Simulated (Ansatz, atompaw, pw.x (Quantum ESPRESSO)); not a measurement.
**pw.x on fcc C: one setting changed**

Potential: PAW, atompaw 4.2.0.5, PBE; core [He], reference 2s2 2p2; waves: 2s (bound); 2s channel at -0.65 Ry; 2p (bound); 2p channel at 0.8 Ry; 3d channel at 0.05 Ry; local part: ultrasoft scheme with l = 3 at 0 Ry, radius 2.00 bohr; core correction: smooth core density matched at 2.00 bohr; augmentation: sinc compensation charge, radius 2.75 bohr; PAW radius 2.80 bohr; waves and projectors: bloechl.

The reference run (k-mesh 18³, cutoffs 40/400 Ry, Fermi–Dirac 0.01 Ry, mixing_beta 0.4, conv_thr 1e-9, no spin) gives -0.94 GPa at 7.456 Å³/atom, where all-electron LAPW gives -2.58 GPa. This run, with its own iteration cap, changes mixing_ndim to 16.

```
&control
  calculation='scf', prefix='x', pseudo_dir='./', outdir='./tmp', tstress=.true., disk_io='none'
/
&system
  ibrav=0, nat=1, ntyp=1, ecutwfc=40, ecutrho=400, nbnd=9,
  occupations='smearing', smearing='fd', degauss=0.01
/
&electrons
  conv_thr=1e-09, mixing_beta=0.4, electron_maxstep=50, mixing_ndim=16
/
ATOMIC_SPECIES
C 1.0 C.UPF
CELL_PARAMETERS angstrom
  0.00000000 1.55057211 1.55057211
  1.55057211 0.00000000 1.55057211
  1.55057211 1.55057211 0.00000000
ATOMIC_POSITIONS crystal
C 0.0000 0.0000 0.0000
K_POINTS automatic
18 18 18 0 0 0
```

```bash
pw.x < C.scf.in > C.scf.out
```

Task: How does the run end?

Result: It converges in 7 iterations; the free energy moves by +0.0 meV/atom and the pressure by +0.00 GPa. The result is that of the reference run.

```
Message from routine setup:
     using ibrav=0 with symmetry is DISCOURAGED, use correct ibrav instead
     lattice parameter (alat)  =       4.1439  a.u.
     unit-cell volume          =      50.3156 (a.u.)^3
     number of electrons       =         4.00
     number of Kohn-Sham states=            9
     kinetic-energy cutoff     =      40.0000  Ry
     charge density cutoff     =     400.0000  Ry
     scf convergence threshold =      1.0E-09
     Exchange-correlation= SLA PW PBX PBC
     number of k points=   195  Fermi-Dirac smearing, width (Ry)=  0.0100
     iteration #  1     ecut=    40.00 Ry     beta= 0.40
     total energy              =     -18.10778583 Ry
     estimated scf accuracy    <       0.00083126 Ry
     iteration #  2     ecut=    40.00 Ry     beta= 0.40
     total energy              =     -18.10657841 Ry
     estimated scf accuracy    <       0.00024062 Ry
     iteration #  3     ecut=    40.00 Ry     beta= 0.40
     total energy              =     -18.10681898 Ry
     estimated scf accuracy    <       0.00002139 Ry
     iteration #  4     ecut=    40.00 Ry     beta= 0.40
     total energy              =     -18.10681429 Ry
     estimated scf accuracy    <       0.00000448 Ry
     iteration #  5     ecut=    40.00 Ry     beta= 0.40
     total energy              =     -18.10682343 Ry
     estimated scf accuracy    <       0.00000008 Ry
     iteration #  6     ecut=    40.00 Ry     beta= 0.40
     total energy              =     -18.10682340 Ry
     estimated scf accuracy    <       0.00000003 Ry
     iteration #  7     ecut=    40.00 Ry     beta= 0.40
     the Fermi energy is    10.1069 ev
!    total energy              =     -18.10682341 Ry
     estimated scf accuracy    <          2.9E-10 Ry
     smearing contrib. (-TS)   =      -0.00172381 Ry
     convergence has been achieved in   7 iterations
          total   stress  (Ry/bohr**3)                   (kbar)     P=       -9.45
     Message from routine punch:
     Nothing written, as per user request (disk_io='none')
```

The run took about 7.3 s on one core of a shared host (Intel(R) Xeon(R) Platinum 8488C, 192 threads, 744 GiB, load 80).
